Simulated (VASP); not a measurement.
# TiTe2 (P-3m1) in VASP: single point with PBE+D3(BJ)

Aim: the single point of TiTe2 with PBE+D3(BJ).

All numbers are computed with VASP 6.6.1; they aren't measurements. Logs are shortened: lines on timing, memory, paths and dates and some standing lists are left out, and cuts for length are marked.

## (1) The crystal as given

Symmetry: P-3m1, No. 164, trigonal system. The conventional cell has a = 3.702 Å, b = 3.702 Å, c = 6.347 Å, α = 90.00°, β = 90.00°, γ = 120.00°. Ti (site symmetry -3m) has 6 Te at 2.75 Å as nearest neighbours. Te (site symmetry 3m) is surrounded by 3 Ti at 2.75 Å.

## (2) Single point, PBE+D3(BJ)

The input, INCAR:

```
SYSTEM = TiTe2
ALGO = Fast
EDIFF = 1E-6
ENCUT = 520
GGA = PE
ICORELEVEL = 1
ISIF = 2
ISMEAR = 1
IVDW = 12
LASPH = .True.
LCHARG = .False.
LREAL = .False.
LWAVE = .False.
NELM = 80
PREC = Accurate
SIGMA = 0.1
```

The input, KPOINTS:

```
k-points
0
Gamma
  12 12 9
  0 0 0
```

The input, POSCAR:

```
TiTe2
1.0
    3.7019332300      0.0000000000      0.0000000000
   -1.8509673800      3.2059686700      0.0000000000
    0.0000000000      0.0000000000      6.3469970000
Ti Te
1 2
Direct
    0.0000000000      0.0000000000      0.0000000000
    0.6666670000      0.3333340000      0.2721030000
    0.3333330000      0.6666660000      0.7278970000
```

Potentials or basis: VASP PAW PBE potentials, release 64 (Ti_sv, Te).

Run with:

```bash
> cat potpaw_PBE.64/Ti_sv/POTCAR potpaw_PBE.64/Te/POTCAR > POTCAR
> mpirun -np 1 vasp_std > vasp.out
```

OUTCAR:

```text
SYSTEM = TiTe2
   EDIFF = 1E-6
   ENCUT = 520
   GGA = PE
   ISIF = 2
   ISMEAR = 1
   IVDW = 12
   LASPH = .True.
   LREAL = .False.
   NELM = 80
   PREC = Accurate
 IVDW          = 12

 ion  position               nearest neighbor table
   1  0.000  0.000  0.000-   3 2.75   2 2.75   2 2.75   3 2.75   2 2.75   3 2.75
   2  0.667  0.333  0.272-   1 2.75   1 2.75   1 2.75   3 3.60   3 3.60   3 3.60
   3  0.333  0.667  0.728-   1 2.75   1 2.75   1 2.75   2 3.60   2 3.60   2 3.60

  LATTYP: Found a hexagonal cell.
 ALAT       =     3.7019332300
 C/A-ratio  =     1.7145087730

  Lattice vectors:

 A1 = (   3.7019332300,   0.0000000000,   0.0000000000)
 A2 = (  -1.8509673800,   3.2059686700,   0.0000000000)
 A3 = (   0.0000000000,   0.0000000000,   6.3469970000)

Analysis of symmetry for initial positions (statically):
=====================================================================
 Subroutine PRICEL returns:
 Original cell was already a primitive cell.

 Routine SETGRP: Setting up the symmetry group for a
 hexagonal supercell.

 Subroutine GETGRP returns: Found 12 space group operations
 (whereof 12 operations were pure point group operations)
 out of a pool of 24 trial point group operations.

The static configuration has the point symmetry D_3d.

Analysis of symmetry for dynamics (positions and initial velocities):
=====================================================================
 Subroutine PRICEL returns:
 Original cell was already a primitive cell.

 Routine SETGRP: Setting up the symmetry group for a
 hexagonal supercell.

 Subroutine GETGRP returns: Found 12 space group operations
 (whereof 12 operations were pure point group operations)
 out of a pool of 24 trial point group operations.

The dynamic configuration has the point symmetry D_3d.

 Subroutine INISYM returns: Found 12 space group operations
 (whereof 12 operations are pure point group operations),
 and found     1 'primitive' translations

----------------------------------------------------------------------------------------

                                     Primitive cell

  volume of cell :      75.3279

  direct lattice vectors                    reciprocal lattice vectors
     3.701933230  0.000000000  0.000000000     0.270129129  0.155959168  0.000000000
    -1.850967380  3.205968670  0.000000000     0.000000000  0.311918207  0.000000000
     0.000000000  0.000000000  6.346997000     0.000000000  0.000000000  0.157554825

  length of vectors
     3.701933230  3.701934002  6.346997000     0.311918272  0.311918207  0.157554825

  position of ions in fractional coordinates (direct lattice)
     0.000000000  0.000000000  0.000000000
     0.666667000  0.333334000  0.272103000
     0.333333000  0.666666000  0.727897000

  ion indices of the primitive-cell ions
   primitive index   ion index
                 1           1
                 2           2
                 3           3

----------------------------------------------------------------------------------------

 KPOINTS: k-points

Automatic generation of k-mesh.
 Grid dimensions read from file:
 generate k-points for:   12   12    9

 Generating k-lattice:

  Cartesian coordinates                     Fractional coordinates (reciprocal lattice)
     0.022510761  0.012996597  0.000000000     0.083333333  0.000000000  0.000000000
     0.000000000  0.025993184  0.000000000     0.000000000  0.083333333  0.000000000
     0.000000000  0.000000000  0.017506092     0.000000000  0.000000000  0.111111111

  Length of vectors
     0.025993189  0.025993184  0.017506092

  Shift w.r.t. Gamma in fractional coordinates (k-lattice)
     0.000000000  0.000000000  0.000000000

 Subroutine IBZKPT returns following result:
 ===========================================

 Found    143 irreducible k-points:

 Following reciprocal coordinates:
            Coordinates               Weight
  0.000000  0.000000  0.000000      1.000000
  0.083333  0.000000  0.000000      6.000000
  0.166667  0.000000  0.000000      6.000000
  0.250000  0.000000  0.000000      6.000000
  0.333333  0.000000  0.000000      6.000000
  0.416667  0.000000  0.000000      6.000000
[... 16 lines left out ...]
  0.166667  0.000000  0.111111      6.000000
  0.000000  0.166667  0.111111      6.000000
 [... further k-points ...]
   k-points           NKPTS =    143   k-points in BZ     NKDIM =    143   number of bands    NBANDS=     16
   number of dos      NEDOS =    301   number of ions     NIONS =      3
   total plane-waves  NPLWV =  37632
   dimension x,y,z NGX =    28 NGY =   28 NGZ =   48
   dimension x,y,z NGXF=    56 NGYF=   56 NGZF=   96
   ions per type =               1   2
   NGX,Y,Z   is equivalent  to a cutoff of  12.57, 12.57, 12.57 a.u.
   NGXF,Y,Z  is equivalent  to a cutoff of  25.15, 25.15, 25.15 a.u.
 SYSTEM =  TiTe2
   PREC   = accura    normal or accurate (medium, high low for compatibility)
   ISTART =      0    job   : 0-new  1-cont  2-samecut
   ICHARG =      2    charge: 1-file 2-atom 10-const
   ISPIN  =      1    spin polarized calculation?
   LNONCOLLINEAR =      F non collinear calculations
   LSORBIT =      F    spin-orbit coupling
   LASPH  =      T    aspherical Exc in radial PAW
   ENCUT  =  520.0 eV  38.22 Ry    6.18 a.u.   6.88  6.88 11.80*2*pi/ulx,y,z
   NELM   =     80;   NELMIN=  2; NELMDL= -5     # of ELM steps
   EDIFF  = 0.1E-05   stopping-criterion for ELM
   LREAL  =      F    real-space projection
   EDIFFG = 0.1E-04   stopping-criterion for IOM
   NSW    =      0    number of steps for IOM
   IBRION =     -1    ionic relax: 0-MD 1-quasi-New 2-CG
   NFREE  =      0    steps in history (QN), initial steepest desc. (CG)
   ISIF   =      2    stress and relaxation
   ISYM   =      2    0-nonsym 1-usesym 2-fastsym
   POTIM  = 0.5000    time-step for ionic-motion
   TEBEG  =    0.0;   TEEND  =   0.0 temperature during run
   PSTRESS=    0.0 pullay stress
   NELECT =      24.0000    total number of electrons
   NUPDOWN=      -1.0000    fix difference up-down
   EMIN   =  10.00;   EMAX   =-10.00  energy-range for DOS
   EFERMI =   0.00;   METHOD = LEGACY
   ISMEAR =     1;   SIGMA  =   0.10  broadening in eV -4-tet -1-fermi 0-gaus
   EFERMI_NEDOS =   21; number of points for ismear=-14 and -15
   IALGO  =     68    algorithm
   IMIX   =      4    mixing-type and parameters
     AMIX     =   0.40;   BMIX     =  1.00
     AMIX_MAG =   1.60;   BMIX_MAG =  1.00
  volume/ion in A,a.u.               =      25.11       169.45
  Fermi-wavevector in a.u.,A,eV,Ry     =   1.118132  2.112964 17.010274  1.250220
  Thomas-Fermi vector in A             =   2.254761
   LORBIT       =      0    0 simple, 1 ext, 2 COOP (PROOUT), +10 PAW based schemes
   GGA     = PE    functional components
   LHFCALC =     F    Hartree Fock is set to
   AEXX    =    0.0000 exact exchange contribution
   IVDW    =    12    specifies the selected vdW correction
   LEPSILON=     F    determine dielectric tensor
   LRPA    =     F    only Hartree local field effects (RPA)
 non-spin polarized calculation
 RMM-DIIS sequential band-by-band and
 Methfessel and Paxton  Order N= 1 SIGMA  =   0.10
  energy-cutoff  :      520.00
  volume of cell :       75.33
 maximum number of plane-waves:      2048
   NGX = 13   NGY = 13   NGZ = 23

 number of electron      24.0000001 magnetization

 Free energy of the ion-electron system (eV)
  ---------------------------------------------------
  ext. energy  EPLUGINS =         0.00000000
  ---------------------------------------------------
  free energy    TOTEN  =       -16.14124153 eV

  energy without entropy =      -16.14147974  energy(sigma->0) =      -16.14132093

 the core state eigenenergies are
   1-  1s  -4855.8334  2s   -524.3180  2p   -431.6202
   2-  1s -31608.1366  2s  -4835.7171  2p  -4339.1124  3s   -951.9541  3p   -790.6118
       3d   -546.8592  4s   -151.4981  4p   -101.5418  4d    -28.8781
   3-  1s -31608.1366  2s  -4835.7171  2p  -4339.1124  3s   -951.9541  3p   -790.6118
       3d   -546.8592  4s   -151.4981  4p   -101.5418  4d    -28.8781

 E-fermi :   7.6480     XC(G=0): -10.1879

 val. band max:        7.6466140336   @ k =   0.2500   0.0000   0.1111
 cond. band min:       7.6558350232   @ k =   0.0000   0.4167   0.1111
 fundamental gap:      0.0092209896
 Fermi energy:         7.6480293012

 k-point     1 :       0.0000    0.0000    0.0000
  band No.  band energies     occupation
      1     -49.7385      2.00000
      2     -26.0053      2.00000
      3     -26.0053      2.00000
      4     -25.9655      2.00000
      5      -5.1480      2.00000
      6      -3.4033      2.00000
[... 8 lines left out ...]
     15       8.8994     -0.00000
     16      10.7083      0.00000

 k-point     2 :       0.0833    0.0000    0.0000
  band No.  band energies     occupation
      1     -49.7382      2.00000
      2     -26.0089      2.00000
      3     -26.0062      2.00000
      4     -25.9647      2.00000
      5      -5.0643      2.00000
      6      -3.3589      2.00000
[... 8 lines left out ...]
     15       8.9792     -0.00000
     16      10.5337      0.00000

 k-point     3 :       0.1667    0.0000    0.0000
  band No.  band energies     occupation
      1     -49.7375      2.00000
      2     -26.0186      2.00000
      3     -26.0084      2.00000
      4     -25.9624      2.00000
      5      -4.8193      2.00000
      6      -3.2345      2.00000
[... 8 lines left out ...]
     15       9.0035     -0.00000
     16      10.5598      0.00000

 k-point     4 :       0.2500    0.0000    0.0000
  band No.  band energies     occupation
      1     -49.7365      2.00000
      2     -26.0318      2.00000
      3     -26.0114      2.00000
      4     -25.9593      2.00000
      5      -4.4344      2.00000
      6      -3.0602      2.00000
[... 8 lines left out ...]
     15       8.9361     -0.00000
     16      10.7793      0.00000
[... 154 lines left out ...]
  band No.  band energies     occupation
      1     -49.7360      2.00000
      2     -26.0358      2.00000
      3     -26.0155      2.00000
      4     -25.9577      2.00000
      5      -4.2180      2.00000
      6      -2.9696      2.00000
[... 8 lines left out ...]
     15       9.2288     -0.00000
     16       9.9203      0.00000

 k-point    14 :       0.2500    0.1667    0.0000
  band No.  band energies     occupation
      1     -49.7351      2.00000
      2     -26.0448      2.00000
      3     -26.0205      2.00000
      4     -25.9550      2.00000
      5      -3.7669      2.00000
      6      -2.8266      2.00000
[... 8 lines left out ...]
     15       9.1800     -0.00000
     16       9.8818      0.00000

 k-point    15 :       0.3333    0.1667    0.0000
  band No.  band energies     occupation
      1     -49.7345      2.00000
      2     -26.0511      2.00000
      3     -26.0243      2.00000
      4     -25.9530      2.00000
      5      -3.3187      2.00000
      6      -2.7736      2.00000
[... 8 lines left out ...]
     15       9.2069     -0.00000
     16       9.9700      0.00000

 k-point    16 :       0.4167    0.1667    0.0000

------------------------ aborting loop because EDIFF is reached ----------------------------------------

 Edisp (eV)   -1.57247

 E8    (eV) :    -0.7284

  FORCE on cell =-STRESS in cart. coord.  units (eV):
  Direction    XX          YY          ZZ          XY          YZ          ZX
  --------------------------------------------------------------------------------------
  -------------------------------------------------------------------------------------
  Total      -0.05461    -0.05461     0.13415     0.00000     0.00000     0.00000
  in kB      -1.16148    -1.16148     2.85323     0.00000     0.00000     0.00000
  external pressure =        0.18 kB  Pullay stress =        0.00 kB

 VOLUME and BASIS-vectors are now :
 -----------------------------------------------------------------------------
  energy-cutoff  :      520.00
  volume of cell :       75.33
      direct lattice vectors                 reciprocal lattice vectors
     3.701933230  0.000000000  0.000000000     0.270129129  0.155959168  0.000000000
    -1.850967380  3.205968670  0.000000000     0.000000000  0.311918207  0.000000000
     0.000000000  0.000000000  6.346997000     0.000000000  0.000000000  0.157554825

 POSITION                                       TOTAL-FORCE (eV/Angst)
 -----------------------------------------------------------------------------------
      0.00000      0.00000      0.00000         0.000000     -0.000000      0.000000
      1.85097      1.06866      1.72704         0.000000      0.000000      0.002988
     -0.00000      2.13731      4.61996        -0.000000     -0.000000     -0.002988
 -----------------------------------------------------------------------------------
    total drift:                               -0.000000      0.000000      0.000000

  FREE ENERGIE OF THE ION-ELECTRON SYSTEM (eV)
  ---------------------------------------------------
  free  energy   TOTEN  =       -17.7137068739 eV

  energy  without entropy=      -17.7139450769  energy(sigma->0) =      -17.71378627
```

Wall time 4 min (1 thread of Intel Xeon Platinum 8488C (Sapphire Rapids), shared host); peak memory 0.33 GiB.

Results:

```yaml
Free_energy: -17.7137 eV
Pressure: 0.0 GPa
Band_gap_on_the_k_mesh: none (metal or under the smearing width)
Dispersion_energy_per_atom: -0.524 eV
```

Forces on the atoms (eV/Å):
```
Ti   0.000  0.000  0.000
Te   0.000  0.000  0.003
Te   0.000  0.000 -0.003
```

Levels at points of the mesh, in eV from the Fermi level:
| k point | band 10 | band 11 | band 12 | band 13 | band 14 | band 15 |
| --- | --- | --- | --- | --- | --- | --- |
| (0.00, 0.00, 0.00) | 0.25 | 0.43 | 0.43 | 0.77 | 1.25 | 1.25 |
| (0.50, 0.00, 0.00) | -2.54 | -1.74 | -1.22 | -0.05 | 1.26 | 1.62 |

Core levels (eV, on the scale of the bands):
```
atom                                                                                                levels
1 Ti                                                                      1s -4855.8, 2s -524.3, 2p -431.6
2 Te  1s -31608.1, 2s -4835.7, 2p -4339.1, 3s -952.0, 3p -790.6, 3d -546.9, 4s -151.5, 4p -101.5, 4d -28.9
3 Te  1s -31608.1, 2s -4835.7, 2p -4339.1, 3s -952.0, 3p -790.6, 3d -546.9, 4s -151.5, 4p -101.5, 4d -28.9
```

Spin-orbit coupling is left out, which matters for the levels of Te.
